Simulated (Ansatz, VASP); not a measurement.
**Two plane-wave programs on GaAs**

The input INCAR:

```
ALGO = Normal
EDIFF = 1E-6
ENCUT = 520
GGA = PE
ISIF = 2
ISMEAR = 0
LASPH = True
LCHARG = False
LREAL = False
LWAVE = False
NBANDS = 16
NELM = 80
PREC = Accurate
SIGMA = 0.1
```

KPOINTS

```
k-points
0
Gamma
  6 6 6
```

File POSCAR:

```
GaAs
1.0
   -1.8180509300      1.8180509300      3.3764252500
    1.8180509300     -1.8180509300      3.3764252500
    1.8180509300      1.8180509300     -3.3764252500
Ga As
1 1
Direct
    0.5000000000      0.5000000000      0.0000000000
    0.0000000000      0.0000000000      0.0000000000
```

Input for Ansatz:

```yaml
crystal:
  lattice:
    - [-1.81805093, 1.81805093, 3.37642525]
    - [1.81805093, -1.81805093, 3.37642525]
    - [1.81805093, 1.81805093, -3.37642525]
  atoms:
    - { symbol: Ga, position: [0.5, 0.5, 0.0] }
    - { symbol: As, position: [0.0, 0.0, 0.0] }
basis:
  ecutwfc: 420
kpoints:
  mp_grid: { grid: [6, 6, 6] }
hamiltonian:
  xc: pbe
scf:
  occupations: { method: gaussian, width: 0.1 }
  lower_state_search: "off"
output:
  forces: true
  stress: true
  eigenvalues: true
```

Alike in both runs: task single point; functional PBE; k mesh 6 × 6 × 6; occupations gaussian, width 0.1 eV; no spin polarisation.

```csv
,VASP,Ansatz
version,VASP 6.6.1,Ansatz 0.2.0
potentials or method,"VASP PAW PBE potentials, release 64 (Ga_d, As)","scalar-relativistic, plane waves, PAW"
plane-wave cutoff (eV),520,420
valence electrons in the cell,18,28
```

VASP gave:

```
gap on the k mesh at the Fermi level (eV)       : none
pressure (GPa)                                  : -0.3
largest component of the traceless stress (GPa) : 7.04
```

**Question.** Which values does Ansatz return?

**Answer.** gap on the k mesh at the Fermi level (eV): none; pressure (GPa): -0.4; largest component of the traceless stress (GPa): 6.87.

A gap of «none» marks a metal or a gap that the smearing closes. The functional is the same, so the differences come from potentials, cutoffs and numerics. The two sets of potentials don't hold the same shells in valence.

Caveats: the k mesh is coarse (spacing up to 0.41 Å⁻¹), so the values aren't converged.
